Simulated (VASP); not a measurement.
# MnSb: DFT+U ground state, by Hubbard U and LDAUTYPE

MnSb, Fm-3m (no. 225), 4 atoms in the cell.

| Hubbard U (eV) | LDAUTYPE | Hund's J (eV) | Form of DFT+U | Gap (eV) | Largest site moment (muB) | Time (s) |
|---|---|---|---|---|---|---|
| Mn shell d, U 4.5 | 1 | 0.5 | Liechtenstein, U + J and J | 0.00 | 4.21 | 46 |
| Mn shell d, U 4 | 1 | – | Liechtenstein, J = 0 | 0.00 | 4.22 | 48 |
| Mn shell d, U 4.5 | 2 | 0.5 | Dudarev, U + J and J | 0.00 | 4.22 | 59 |
| Mn shell d, U 4 | 2 | – | Dudarev, U alone | 0.00 | 4.22 | 63 |
| Mn shell d, U 4.5 | 4 | 0.5 | type 4, U + J and J | 0.00 | 3.84 | 52 |
| – | – | – | none | 0.00 | 3.51 | 53 |

Limits: The cell is the same for all forms and was relaxed for none; total energies under different U or different forms can't be compared; magnetic orders weren't compared, so this needn't be the magnetic ground state.

## Input of the first row

INCAR:
```
SYSTEM = MnSb
PREC = Accurate
ENCUT = 520
EDIFF = 1E-6
NELM = 200
ALGO = Normal
ISMEAR = 0
SIGMA = 0.05
LREAL = .FALSE.
LASPH = .TRUE.
LMAXMIX = 4
LORBIT = 11
LWAVE = .FALSE.
LCHARG = .FALSE.
GGA = CA
VOSKOWN = 1
ISPIN = 2
MAGMOM = 0 0 5 -5
ISIF = 2
AMIX = 0.2
BMIX = 1E-4
AMIX_MAG = 0.8
BMIX_MAG = 1E-4
LDAU = .TRUE.
LDAUTYPE = 1
LDAUL = -1 2
LDAUU = 0 4.5
LDAUJ = 0 0.5
LDAUPRINT = 1
```

KPOINTS:
```
k-points
0
Gamma
  6 6 4
```

POSCAR:
```
MnSb
1.0
    0.0000000000      2.7950160000      2.7950160000
    0.0000000000     -2.7950160000      2.7950160000
    5.5900320000      0.0000000000      0.0000000000
Sb Mn
2 2
Direct
    0.0000000000      0.0000000000      0.5000000000
    0.5000000000      0.5000000000      0.0000000000
    0.0000000000      0.0000000000      0.0000000000
    0.5000000000      0.5000000000      0.5000000000
```

Commands:
```
cat potpaw_LDA.64/Sb/POTCAR potpaw_LDA.64/Mn_pv/POTCAR > POTCAR
mpirun -np 4 vasp_std > vasp.out
```

Changes of the last row against the first:
```
- LDAU = True
- LDAUTYPE = 1
- LDAUL = -1 2
- LDAUU = 0 4.5
- LDAUJ = 0 0.5
- LDAUPRINT = 1
```

VASP 6.6.1 took 46 s on 4 cores (Intel Xeon Platinum 8375C @ 2.90GHz (Ice Lake)), a shared host.
